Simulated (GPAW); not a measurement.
Runs of GPAW 26.7.0 on Zn. Symmetry: P6_3/mmc, No. 194, hexagonal system. The conventional cell has a = 2.670 Å, b = 2.670 Å, c = 4.966 Å, α = 90.00°, β = 90.00°, γ = 120.00°. Zn (site symmetry -6m2) has 12 Zn at 2.67 to 2.92 Å as nearest neighbours. 

```tsv
task	level	potentials or basis	cell	k mesh	smearing	convergence	supercell	supercell k mesh	displacement	relaxed first	gap on the mesh (eV)	pressure (GPa)	V0 of scaled cells (Å³/atom)	relaxed volume (Å³/atom)	B0 (GPa)
single point	LDA	the program's PAW data sets (release 1.2.1) made for this functional, pw	as given	11 × 11 × 6	gaussian 0.02 eV	-	-	-	-	-	none	(b)	-	-	-
phonons	RPBE+D3	the program's PAW data sets (release 1.2.1) made for this functional, pw	relaxed	11 × 11 × 6	fermi-dirac 0.05 eV	density=1e-06 eigenstates=1e-09	2 × 2 × 1	6 × 6 × 6	0.02	cell	none	0.0	-	-	-
equation of state	PBE	PAW data sets generated in the run's folder for this functional, pw	as given	8 × 8 × 4	fermi-dirac 0.05 eV	-	-	-	-	-	-	-	15.16	-	75
band structure	PBE	GPAW PAW data sets (gpaw-data 1.2.1), pw	as given	8 × 8 × 4	fermi-dirac 0.05 eV	-	-	-	-	-	-	-0.9	-	-	-
electron localisation function	r2SCAN	GPAW PAW data sets (gpaw-data 1.2.1), pw	as given	11 × 11 × 6	methfessel-paxton 0.2 eV	-	-	-	-	-	none	-4.4	-	-	-
relaxation of cell and atoms	AM05+D4	PAW data sets generated in the run's folder for this functional, pw	relaxed	8 × 8 × 4	fermi-dirac 0.05 eV	-	-	-	-	-	none	0.0	-	13.58	-
relaxation of cell and atoms	PBEsol+D3	PAW data sets generated in the run's folder for this functional, pw	relaxed	8 × 8 × 4	fermi-dirac 0.05 eV	-	-	-	-	-	none	0.0	-	(a)	-
equation of state	PBE	GPAW PAW data sets (gpaw-data 1.2.1), pw	as given	11 × 11 × 6	fermi-dirac 0.05 eV	-	-	-	-	-	-	-	15.14	-	75
```

Alike in all rows: no spin polarisation; cutoff (eV) 600.

Estimate the missing entries.

(a) 13.37; (b) -9.4.

Caveats: pairwise dispersion overbinds metals, which lowers pressure and volume (some runs); the cell was scaled at fixed shape and fractional positions, which overstates the stiffness of a crystal with free parameters, most of all of layers and chains (some runs); later steps reuse the first step's grids (some runs); phonon bands are interpolated from a small supercell (some runs); this smearing can pin the Fermi level at a band edge (some runs); the PAW data sets were made with another functional, which shifts forces and pressure a little (some runs); the volume moved by -11 % from the deposited cell, more than functionals usually miss (some runs).

A k mesh can miss the band edges.

A gap of «none» marks a metal or a gap under the smearing width.

Not every run made on this cell is shown here.
